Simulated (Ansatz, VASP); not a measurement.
This is a calculation of W (Tungsten) for Ansatz 0.2.0. 

The input input.yaml:

```yaml
crystal:
  lattice:
    - [-1.582345, 1.582345, 1.582345]
    - [1.582345, -1.582345, 1.582345]
    - [1.582345, 1.582345, -1.582345]
  atoms:
    - { symbol: W, position: [0.0, 0.0, 0.0] }
hamiltonian:
  xc: revpbe
  pseudopotentials: { kind: paw }
kpoints:
  mp_grid: { grid: [12, 12, 12] }
scf:
  occupations: { method: fermi_dirac, width: 0.05 }
output:
  forces: true
  stress: true
relax:
  f_tol: 0.01
  max_steps: 40
  cell: { stress_tol: 0.05 }
```

Potentials or basis: Ansatz PAW.

Command:

```bash
$ ansatz run input.yaml --threads 2 --pin off --max-ram 5632MiB --backend cpu --events-out ev --progress --plain --runs-dir out
```

Question: Set up the same calculation for VASP 6.6.1. Potentials or basis there: PBE PAW files W_sv, 600 eV.

Answer: As run (cutoffs and basis follow the program's own potentials, and thresholds, step limits or extra output files can differ):

Contents of INCAR:

```
  PREC = Accurate
  ENCUT = 600
  EDIFF = 1E-7
  ISMEAR = -1
  SIGMA = 0.05
  LREAL = F
  LASPH = T
  NELM = 80
  ALGO = Normal
  ISIF = 3
  LWAVE = F
  LCHARG = F
  GGA = RE
  IBRION = 2
  NSW = 40
  EDIFFG = -0.01
```

Contents of KPOINTS:

```
regular mesh
0
Gamma
  12 12 12
```

Contents of POSCAR:

```
W
1.0
   -1.5823450000      1.5823450000      1.5823450000
    1.5823450000     -1.5823450000      1.5823450000
    1.5823450000      1.5823450000     -1.5823450000
W
1
Direct
    0.0000000000      0.0000000000      0.0000000000
```

Potentials or basis: VASP PAW PBE potentials, release 64 (W_sv).

The run is started by

```bash
$ cat potpaw_PBE.64/W_sv/POTCAR > POTCAR
$ mpirun -np 1 vasp_std > vasp.out
```

Both were run:

|  | Ansatz | VASP |
| --- | --- | --- |
| Relaxed volume | 16.29 Å³/atom | 16.32 Å³/atom |
| Relaxed cell | a = 2.766 Å, b = 2.766 Å, c = 2.766 Å, α = 109.47°, β = 109.47°, γ = 109.47° | a = 2.768 Å, b = 2.768 Å, c = 2.768 Å, α = 109.47°, β = 109.47°, γ = 109.47° |
| Space group after relaxing | Im-3m (No. 229) | Im-3m (No. 229) |
| Pressure after relaxing | 0.0 GPa | 0.0 GPa |

Ansatz's pressure holds a Pulay term of +0.08 GPa for its cutoff of 420 eV, which the other run lacks.

Ansatz's potentials were made for PBE. VASP's potentials were made for PBE.

Where Ansatz's input types no cutoff or centring, it takes its own default and a Γ-centred mesh.

Pressure is positive in compression.
